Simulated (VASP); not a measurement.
A run of VASP 6.6.1 is set up as follows.

The input INCAR:

```
SYSTEM = Rb
PREC = Accurate
ENCUT = 600
EDIFF = 1E-7
ISMEAR = 1
SIGMA = 0.1
LREAL = .FALSE.
LASPH = .TRUE.
NELM = 80
ALGO = Fast
ISIF = 2
LWAVE = .FALSE.
LCHARG = .FALSE.
GGA = PE
IBRION = 2
NSW = 40
EDIFFG = -0.01
```

The input KPOINTS:

```
regular mesh
0
G
  10 10 10
  0 0 0
```

POSCAR

```
Rb                                      
1.0
   -2.8712581349      2.8712581349      2.8712581349
    2.8712581349     -2.8712581349      2.8712581349
    2.8712581349      2.8712581349     -2.8712581349
  Rb            
     1
Direct
     0.0000000000000000    0.0000000000000000    0.0000000000000000
```

Potentials or basis: VASP PAW PBE potentials, release 64 (Rb_sv).

Launch:

```sh
$ cat potpaw_PBE.64/Rb_sv/POTCAR > POTCAR
$ mpirun -np 1 vasp_std > vasp.out
```

Task: Predict the band gap on the k mesh.

Result: None (metal or under the smearing width).

Final structure:
```
CELL_PARAMETERS angstrom
-2.87126 2.87126 2.87126
2.87126 -2.87126 2.87126
2.87126 2.87126 -2.87126
ATOMIC_POSITIONS crystal
Rb 0.00000 0.00000 0.00000
```

Caveat: the relaxation stopped at its first step, so nothing moved.
